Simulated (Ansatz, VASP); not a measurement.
# Rh: VASP beside Ansatz

The input INCAR:

```
SYSTEM = Rh
  PREC = Accurate
  ENCUT = 520
  EDIFF = 1E-7
  ISMEAR = -1
  SIGMA = 0.08
  LREAL = .FALSE.
  LASPH = .TRUE.
  NELM = 80
  ALGO = Normal
  ISIF = 2
  LWAVE = .FALSE.
  LCHARG = .FALSE.
  GGA = PS
  NBANDS = 14
```

KPOINTS

```
Automatic mesh
0
G
  16 16 16
  0 0 0
```

Contents of POSCAR:

```
Rh
1.0
    0.0000000000      1.8627319650      1.8627319650
    1.8627319650      0.0000000000      1.8627319650
    1.8627319650      1.8627319650      0.0000000000
Rh
1
Direct
    0.0000000000      0.0000000000      0.0000000000
```

Input for Ansatz:

```yaml
crystal:
  lattice:
    - [0.0, 1.862731965, 1.862731965]
    - [1.862731965, 0.0, 1.862731965]
    - [1.862731965, 1.862731965, 0.0]
  atoms:
    - { symbol: Rh, position: [0.0, 0.0, 0.0] }
kpoints:
  mp_grid: { grid: [16, 16, 16] }
  band_path:
    path:
      - [0.0, 0.0, 0.0]
      - [0.5, 0.0, 0.5]
      - [0.625, 0.25, 0.625]
      - [0.375, 0.375, 0.75]
      - [0.0, 0.0, 0.0]
      - [0.5, 0.5, 0.5]
      - [0.5, 0.25, 0.75]
      - [0.5, 0.0, 0.5]
    npoints: 5
scf:
  occupations: { method: fermi_dirac, width: 0.08 }
hamiltonian:
  xc: pbesol
  pseudopotentials: { kind: all_electron, lapw: { basis_error: 0.001 } }
output:
  forces: true
  stress: true
  eigenvalues: true
```

Change from the starting cell: volume scaled by 0.94.

Alike in both runs: task single point; functional PBEsol; k mesh 16 × 16 × 16; occupations fermi-dirac, width 0.08 eV; no spin polarisation.

```csv
,VASP,Ansatz
version,VASP 6.6.1,Ansatz 0.2.0
potentials or method,"VASP PAW PBE potentials, release 64 (Rh_pv)","all-electron LAPW, scalar-relativistic"
plane-wave cutoff (eV),520,see its input
```

|  | VASP | Ansatz | Ansatz less VASP |
| --- | --- | --- | --- |
| pressure (GPa) | 14.6 | 14.7 | +0.06 |

Ansatz ran all-electron here, so the differences hold the error of VASP's frozen core and of both bases.

Caveats: the PAW data sets were made with another functional, which shifts forces and pressure a little (VASP).
